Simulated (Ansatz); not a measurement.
# NiO (P-6m2) in Ansatz: single point with PBE

Aim: the single point of NiO with PBE.

Everything below comes from runs of Ansatz 0.2.0. Logs are shortened: lines on timing, memory, paths and dates and some standing lists are left out, and cuts for length are marked.

## Step 1: The structure

It takes space group P-6m2 (No. 187, hexagonal). The conventional cell has a = 2.783 Å, b = 2.783 Å, c = 2.716 Å, α = 90.00°, β = 90.00°, γ = 120.00°. Around Ni (site symmetry -6m2) lie 6 O at 2.10 Å. O (site symmetry -6m2) is surrounded by 6 Ni at 2.10 Å.

Measurements of this composition are mostly on another form, of space group No. 225.

## Step 2: Single point, PBE, collinear spin, ferromagnetic start

Input file input.yaml:

```yaml
crystal:
  lattice:
    - [2.78306079, 0.0, 0.0]
    - [-1.39153039, 2.41020134, 0.0]
    - [0.0, 0.0, 2.71612944]
  atoms:
    - { symbol: Ni, position: [0.0, 0.0, 0.0], spin: 2.5 }
    - { symbol: O, position: [0.6666666667, 0.3333333333, 0.5] }
hamiltonian:
  xc: pbe
  pseudopotentials: { kind: paw }
magnetization:
  spin_polarized: true
kpoints:
  mp_grid: { grid: [11, 11, 10] }
scf:
  occupations: { method: fermi_dirac, width: 0.05 }
output:
  forces: true
  stress: true
  eigenvalues: true
```

Potentials or basis: Ansatz PAW.

Run with:

```
$ ansatz run input.yaml --threads 2 --pin off --max-ram 5120MiB --backend cpu --events-out ev --progress --plain --runs-dir out
```

Output:

```text
Warning: where an SCF of this run starts from atoms to list the orders of its open shells, Ni (site 0, from 0) starts with 2.00 μB on its 3d shell, in the place of the 2.50 μB that the deck gives it: its open shells can hold no more by Hund's first rule. To start from spheres of the given moment, type scf.initial_density.shell_occupations: []
Warning: RAYON_NUM_THREADS=2 ignored (pool sized by the plan → 2); use --threads N
Engine: ansatz 0.2.0, aarch64-unknown-linux-gnu
Pseudopotentials: kind: paw
Pseudopotential: Ni, paw, valence charge 18, recommended cutoff 420 eV (normal), Ni.paw.azcp
Pseudopotential: O, paw, valence charge 6, recommended cutoff 420 eV (normal), O.paw.azcp
Functional definition: PBE
  parameter kappa = 0.804
  parameter beta = 0.06672455060314922
  exchange = pbe_x(kappa = kappa, mu = beta*pi^2/3)
  correlation = pbe_c(beta = beta)
Crystal: 2 atoms, lattice volume = 18.219 Å³
Basis set: ecut = 420 eV, 381 PW (Γ), exchange–correlation on 40×40×40 points (8 copies of the dense FFT grid, shifted against one another)
Bands: 18, of which v1, the nominal top of the filled ones, is band 12 counted from 1 (11 counted from 0)
Symmetry: 12 space group operations
Space group: P-6m2 (ITA 187), of the structure as read, at distance tolerance 2.6e-5 Å
Magnetic group: BNS 187.209 (UNI 1439), of the structure as read, at distance tolerance 2.6e-5 Å
k-points: 96 of 1210 (time reversal used)
Non-local potential: Ni, projectors of the file, l = 0: 3, l = 1: 2, l = 2: 3, l = 3: 1
Non-local potential: O, projectors of the file, l = 0: 2, l = 1: 2, l = 2: 1
PAW form: soft (Blöchl's): semilocal exchange-correlation on the pseudo side does not see the compensation charge
PAW one-centre angular grid: Ni, 590 points (default); XC on 64 Gauss nodes
PAW one-centre angular grid: O, 110 points (default); XC on 64 Gauss nodes
Initial density: superposition of atomic densities (chi_scale 0.1, normalization cell, long waves kept (reshape's long-wave potential 0.00 eV rms))
Starting moments: Σ|m| = 2.5 μB on 1 of 2 sites
Initial wavefunctions: pseudopotential atomic-orbital guess
Functional: x = pbe(κ = 0.804, μ = 0.2195149727645171), c = pbe(β = 0.06672455060314922)
SCF iter   1: F=—  HF=-6404.654318 eV  |F-HF|=—  |Δ(HF+E_count)|=         —  Δρ=3.15e-1 (↑1.02e-1 ↓3.15e-1)  dr2=1.02e1  dr2_m=6.07e0  M=0.245 μB ∫|m|=0.252 μB  β_m=0.30  ethr=3.10e-3  ⟨swp⟩=5.8  Hψ=15100  notcnv=0
Mixer restart at iter 1: flushing history
preconditioner: auto → none  [metal: Δε(μ)=0.014 eV  Ē_g=15.751 eV  σ=0.050 eV  W_gap=0.07  n_scr=8 (ndim 8)  ℏωp=34.8 eV  f_vac=0.000  D(μ)=1.77/eV (n_scr^D=20)  sad-step TF]
SCF iter   2: F=—  HF=-6404.928160 eV  |F-HF|=—  |Δ(HF+E_count)|=   2.74e-1  Δρ=1.11e-1 (↑6.83e-2 ↓1.11e-1)  dr2=6.64e-1  dr2_m=1.23e0  M=0.739 μB ∫|m|=0.742 μB  β_m=0.38  ethr=3.10e-3  ⟨swp⟩=3.0  Hψ=8727  notcnv=0  defer=190
SCF iter   3: F=—  HF=-6405.202681 eV  |F-HF|=—  |Δ(HF+E_count)|=   2.75e-1  Δρ=1.20e-1 (↑5.70e-2 ↓1.20e-1)  dr2=1.11e0  dr2_m=1.21e0  M=0.375 μB ∫|m|=0.382 μB  β_m=0.26  ethr=2.77e-3  ⟨swp⟩=2.0  Hψ=5605  notcnv=0  defer=187
SCF iter   4: F=—  HF=-6405.232255 eV  |F-HF|=—  |Δ(HF+E_count)|=   2.96e-2  Δρ=3.33e-2 (↑3.33e-2 ↓1.56e-2)  dr2=5.65e-2  dr2_m=7.17e-2  M=0.380 μB ∫|m|=0.388 μB  β_m=0.65  ethr=2.77e-3  ⟨swp⟩=2.5  Hψ=5401  notcnv=0  defer=190
SCF iter   5: F=—  HF=-6405.204804 eV  |F-HF|=—  |Δ(HF+E_count)|=   2.75e-2  Δρ=8.08e-3 (↑8.08e-3 ↓3.65e-3)  dr2=1.39e-2  dr2_m=1.03e-3  M=0.086 μB ∫|m|=0.092 μB  β_m=0.70  ethr=2.35e-4  ⟨swp⟩=2.4  Hψ=7884  notcnv=0  defer=191
SCF iter   6: F=—  HF=-6405.208786 eV  |F-HF|=—  |Δ(HF+E_count)|=   3.98e-3  Δρ=6.67e-3 (↑2.99e-3 ↓6.67e-3)  dr2=8.17e-3  dr2_m=7.00e-4  M=0.045 μB ∫|m|=0.047 μB  β_m=0.61  ethr=5.78e-5  ⟨swp⟩=2.4  Hψ=6513  notcnv=0  defer=191
SCF iter   7: F=—  HF=-6405.206240 eV  |F-HF|=—  |Δ(HF+E_count)|=   2.55e-3  Δρ=3.47e-3 (↑1.22e-3 ↓3.47e-3)  dr2=1.21e-3  dr2_m=6.61e-4  M=0.041 μB ∫|m|=0.044 μB  β_m=0.67  ethr=3.40e-5  ⟨swp⟩=2.1  Hψ=5192  notcnv=0  defer=191
SCF iter   8: F=—  HF=-6405.206067 eV  |F-HF|=—  |Δ(HF+E_count)|=   1.73e-4  Δρ=2.05e-3 (↑1.19e-3 ↓2.05e-3)  dr2=1.58e-4  dr2_m=4.12e-4  M=0.030 μB ∫|m|=0.032 μB  β_m=0.76  ethr=5.06e-6  ⟨swp⟩=1.7  Hψ=3846  notcnv=0  defer=191
SCF iter   9: F=—  HF=-6405.206226 eV  |F-HF|=—  |Δ(HF+E_count)|=   1.59e-4  Δρ=4.10e-3 (↑4.10e-3 ↓1.53e-3)  dr2=2.01e-3  dr2_m=1.00e-3  M=-0.039 μB ∫|m|=0.041 μB  β_m=0.62  ethr=6.57e-7  ⟨swp⟩=2.0  Hψ=6009  notcnv=0  defer=191  recentre
SCF iter  10: F=—  HF=-6405.206052 eV  |F-HF|=—  |Δ(HF+E_count)|=   1.74e-4  Δρ=1.04e-4 (↑1.04e-4 ↓9.37e-5)  dr2=2.21e-6  dr2_m=6.33e-7  M=0.002 μB ∫|m|=0.002 μB  β_m=0.69  ethr=6.57e-7  ⟨swp⟩=2.0  Hψ=6190  notcnv=0  defer=191
SCF iter  11: F=—  HF=-6405.206049 eV  |F-HF|=—  |Δ(HF+E_count)|=   3.27e-6  Δρ=8.91e-5 (↑8.91e-5 ↓8.29e-5)  dr2=1.77e-8  dr2_m=1.22e-6  M=-0.001 μB ∫|m|=0.001 μB  β_m=0.85  ethr=9.22e-9  ⟨swp⟩=2.6  Hψ=5905  notcnv=0  defer=191
SCF iter  12: F=—  HF=-6405.206049 eV  |F-HF|=—  |Δ(HF+E_count)|=   2.85e-8  Δρ=1.83e-5 (↑1.83e-5 ↓1.01e-5)  dr2=1.45e-8  dr2_m=3.27e-8  M=-0.000 μB ∫|m|=0.000 μB  β_m=0.90  ethr=7.39e-11  ⟨swp⟩=2.0  Hψ=5857  notcnv=0  defer=191
SCF iter  13: F=—  HF=-6405.206049 eV  |F-HF|=—  |Δ(HF+E_count)|=   5.93e-9  Δρ=5.18e-6 (↑5.18e-6 ↓1.84e-6)  dr2=6.28e-9  dr2_m=5.96e-10  M=-0.000 μB ∫|m|=0.000 μB  β_m=0.84  ethr=6.02e-11  ⟨swp⟩=1.5  Hψ=3787  notcnv=0  defer=191
SCF iter  14: F=—  HF=-6405.206049 eV  |F-HF|=—  |Δ(HF+E_count)|=  2.91e-10  Δρ=1.06e-6 (↑7.99e-7 ↓1.06e-6)  dr2=7.21e-12  dr2_m=1.43e-10  M=-0.000 μB ∫|m|=0.000 μB  β_m=0.89  ethr=2.62e-11  ⟨swp⟩=2.0  Hψ=4094  notcnv=0  defer=191
SCF iter  15: F=-6405.206049 eV  HF=-6405.206049 eV  |F-HF|=1.82e-12  |Δ(HF+E_count)|=  1.36e-11  Δρ=7.18e-8 (↑5.51e-8 ↓7.18e-8)  dr2=1.95e-12  dr2_m=5.42e-14  M=0.000 μB ∫|m|=0.000 μB  ethr=1.00e-12  ⟨swp⟩=6.3  Hψ=12346  notcnv=0
SCF 1 converged in 15 iterations: F = -6405.206049 eV  dr2 = 1.95e-12
Initial density: read from a saved state, or passed on in memory by an earlier SCF of this step, an earlier step, the calling program or the single point that the run made first
Starting moments: Σ|m| = 2.5 μB on 1 of 2 sites; this step starts from the density that it was given
Initial wavefunctions: those read from a saved state, or passed on in memory by an earlier step or the calling program
iter 1 solved again at ethr=1.00e-12 eV; its pass at ethr=4.17e-6 eV (dr2=1.98e-12 eV) is discarded
SCF iter   1: F=—  HF=-6405.206049 eV  |F-HF|=—  |Δ(HF+E_count)|=         —  Δρ=7.21e-8 (↑5.53e-8 ↓7.21e-8)  dr2=1.97e-12  dr2_m=5.59e-14  M=0.000 μB ∫|m|=0.000 μB  ethr=1.00e-12  ⟨swp⟩=1.0  Hψ=20211  notcnv=0
preconditioner: auto → none  [metal: Δε(μ)=0.009 eV  Ē_g=16.061 eV  σ=0.050 eV  W_gap=0.05  n_scr=8 (ndim 8)  ℏωp=34.8 eV  f_vac=0.000  D(μ)=2.12/eV (n_scr^D=26)]
SCF iter   2: F=—  HF=-6406.108783 eV  |F-HF|=—  |Δ(HF+E_count)|=   9.03e-1  Δρ=2.00e-1 (↑7.65e-2 ↓2.00e-1)  dr2=8.44e0  dr2_m=1.49e0  M=1.003 μB ∫|m|=1.029 μB  ethr=4.17e-6  ⟨swp⟩=1.5  Hψ=22445  notcnv=0
SCF iter   3: F=—  HF=-6405.237762 eV  |F-HF|=—  |Δ(HF+E_count)|=   8.71e-1  Δρ=1.26e-2 (↑2.55e-3 ↓1.26e-2)  dr2=3.36e-2  dr2_m=5.15e-3  M=1.814 μB ∫|m|=1.844 μB  ethr=7.28e-6  ⟨swp⟩=1.5  Hψ=11906  notcnv=0
SCF iter   4: F=—  HF=-6405.233825 eV  |F-HF|=—  |Δ(HF+E_count)|=   3.94e-3  Δρ=3.43e-4 (↑3.43e-4 ↓1.36e-4)  dr2=7.45e-6  dr2_m=6.95e-6  M=1.883 μB ∫|m|=1.919 μB  ethr=4.17e-6  ⟨swp⟩=1.0  Hψ=9744  notcnv=0
SCF iter   5: F=—  HF=-6405.233826 eV  |F-HF|=—  |Δ(HF+E_count)|=   1.06e-6  Δρ=1.57e-5 (↑1.16e-5 ↓1.57e-5)  dr2=4.51e-8  dr2_m=3.42e-9  M=1.881 μB ∫|m|=1.916 μB  ethr=4.17e-10  ⟨swp⟩=2.8  Hψ=10477  notcnv=0
SCF iter   6: F=-6405.233826 eV  HF=-6405.233826 eV  |F-HF|=3.31e-9  |Δ(HF+E_count)|=   3.39e-8  Δρ=2.92e-6 (↑2.19e-6 ↓2.92e-6)  dr2=1.79e-9  dr2_m=1.80e-10  M=1.881 μB ∫|m|=1.916 μB  ethr=4.17e-10  ⟨swp⟩=1.1  Hψ=8717  notcnv=0
this SCF's setup event announced max_iter 8: a cap that the engine derives, which gives way to 185 iterations because this look along open shells stands lower than the state that it set out from. From here on the SCF can send more iterations than it announced.
SCF iter   7: F=-6405.233826 eV  HF=-6405.233826 eV  |F-HF|=3.19e-9  |Δ(HF+E_count)|=  3.00e-11  Δρ=2.87e-6 (↑2.17e-6 ↓2.87e-6)  dr2=1.73e-9  dr2_m=1.82e-10  M=1.881 μB ∫|m|=1.916 μB  ethr=7.45e-12  ⟨swp⟩=1.3  Hψ=10869  notcnv=0
SCF 2 converged in 7 iterations: F = -6405.233826 eV  dr2 = 1.73e-9
iter 1 solved again at ethr=7.27e-12 eV; its pass at ethr=3.10e-3 eV (dr2=1.74e-9 eV) is discarded
SCF iter   1: F=—  HF=-6405.233826 eV  |F-HF|=—  |Δ(HF+E_count)|=         —  Δρ=2.87e-6 (↑2.17e-6 ↓2.87e-6)  dr2=1.73e-9  dr2_m=1.82e-10  M=1.881 μB ∫|m|=1.916 μB  β_m=0.30  ethr=7.27e-12  ⟨swp⟩=1.4  Hψ=16319  notcnv=0
preconditioner: auto → none  [metal: Δε(μ)=0.006 eV  Ē_g=16.210 eV  σ=0.050 eV  W_gap=0.03  n_scr=8 (ndim 8)  ℏωp=34.8 eV  f_vac=0.000  D(μ)=1.68/eV (n_scr^D=20)]
SCF iter   2: F=-6405.233826 eV  HF=-6405.233826 eV  |F-HF|=1.61e-9  |Δ(HF+E_count)|=  6.25e-10  Δρ=3.10e-6 (↑1.38e-6 ↓3.10e-6)  dr2=2.14e-9  dr2_m=3.42e-10  M=1.881 μB ∫|m|=1.916 μB  ethr=7.22e-12  ⟨swp⟩=4.3  Hψ=10922  notcnv=0
SCF 3 converged in 2 iterations: F = -6405.233826 eV  dr2 = 2.14e-9
SCF converged after 2 iterations
Magnetization: 1.8805 μB (12.9403 up, 11.0597 down)
Absolute magnetization: 1.9163 μB (∫|ρ↑−ρ↓|, with the PAW one-centre terms)
Spin contamination: 0.0051 ħ² per cell (⟨S²⟩ above its minimum at these occupations)
Per-site moments (μB) at R_I (Å): [(1.4230552303252575, 0.8678346032736205), (0.4296631644209773, 0.8678346032736205)]
Free energy (F): -6405.233826 eV
Harris-Foulkes:  -6405.233826 eV  (|F-HF|=1.61e-9)
Internal energy: -6405.219505 eV  (E = F + TS)
E sigma→0 (E₀):  -6405.226665 eV
Entropy (-TS):   -0.014321 eV (-7.161 meV/atom)
Fermi energy:    14.194821 eV
--- Per-component energies (eV) ---
  E_band       = -329.434897
  E_kinetic    = 451.863216
  E_local      = -4025.288110  (includes V_loc(G=0)·N_el)
  E_nonlocal   = 691.891438
  E_hartree    = 1659.485004
  E_xc         = -156.099687
  E_vxc        = -200.266870  (∫ρ·V_xc dr)
  E_paw        = -1791.318454  (= ΣΔE_a)
  E_vpaw       = -566.604683  (= ΣTr[D̂ρ^β])
  E_aug_tail   = 0.002633  (compensation charges beyond the density's cutoff)
  E_ewald      = -3235.755545
  E_smearing   = -0.014321  (= −TS)
  E_closure    = 0.000000  (closes the sum)
  Σ components = -6405.233826   (vs F -6405.233826, Δ=0.00e0)
--- Forces (eV/Å), atoms counted from 1 ---
  atom   1  Ni    -0.00000000     0.00000000     0.00000000
  atom   2  O     -0.00000000     0.00000000     0.00000000
  max |Σ_I F_I| component: 1.02e-16 eV/Å
--- Stress (GPa, compression-positive) ---
        6.262252       0.000000       0.000000
        0.000000       6.262252       0.000000
        0.000000       0.000000       2.900613
  P = ⅓ Tr σ = 5.1417 GPa (51.417 kbar)
--- Band table (eV; the first three rows and the last of 192) ---
  k-point 0 ↑: bands = ["-90.1226", "-50.7392", "-50.3620", "-50.3620", "-6.1746", "9.8130", "9.8130", "10.6035", "10.7199", "11.8373", "11.8373", "13.6823", "13.6823", "15.3827", "29.4298", "31.2064", "31.2064", "33.4198"]
  k-point 1 ↑: bands = ["-90.1223", "-50.7434", "-50.3616", "-50.3616", "-6.0861", "9.5664", "9.8531", "9.8531", "11.2890", "11.7694", "11.7694", "13.6893", "13.6893", "15.9227", "28.8599", "31.4508", "31.4508", "33.6923"]
  k-point 2 ↑: bands = ["-90.1215", "-50.7541", "-50.3607", "-50.3607", "-5.8428", "8.1733", "9.9473", "9.9473", "11.6354", "11.6354", "11.7399", "13.6703", "13.6703", "17.1089", "27.3544", "32.1673", "32.1673", "34.7900"]
  k-point 95 ↓: bands = ["-88.3267", "-48.8593", "-48.7440", "-48.7344", "-3.4525", "8.0278", "8.2584", "9.6935", "12.8455", "13.6962", "14.1602", "14.8462", "16.1560", "20.5452", "23.0541", "27.4228", "29.5748", "29.9711"]
```

Wall time 18 s (2 threads of Arm Neoverse V2, shared host); peak memory 0.45 GiB.

Results:

| Property | Result |
| --- | --- |
| Free energy | -6405.2338 eV |
| Pressure | 5.1 GPa |
| Band gap on the k mesh | none (metal or under the smearing width) |
| Net moment | 1.88 μB per cell |
| Absolute moment | 1.92 μB per cell |
| Site moments | Ni +1.42; O +0.43 μB |

Levels at points of the mesh, in eV from the Fermi level:
Spin up:
```
            k point  band 9  band 10  band 11  band 12  band 13  band 14  band 15  band 16  band 17  band 18
 (0.00, 0.00, 0.00)   -3.47    -2.36    -2.36    -0.51    -0.51     1.19    15.24    17.01    17.01    19.22
(0.00, 0.00, -0.50)   -2.54    -2.54    -1.54    -0.82    -0.82     7.25     7.65    22.18    22.18    22.45
```
Spin down:
| k point | band 8 | band 9 | band 10 | band 11 | band 12 | band 13 | band 14 | band 15 |
| --- | --- | --- | --- | --- | --- | --- | --- | --- |
| (0.00, 0.00, 0.00) | -2.90 | -2.81 | -0.19 | -0.19 | 0.64 | 0.64 | 1.60 | 15.41 |
| (0.00, 0.00, -0.50) | -2.83 | -1.32 | -1.32 | -0.65 | 0.77 | 0.77 | 7.77 | 7.98 |

Caveat: the pressure holds a Pulay correction of +0.7 GPa for the finite cutoff; a cell with one magnetic atom can't hold antiferromagnetic order, which such compounds often take; semilocal functionals often make such compounds metallic where correlation or magnetic order opens a gap, which also shifts bond lengths. With open d or f shells a metallic result of PBE can be an artefact of self-interaction; +U or a hybrid may open a gap.
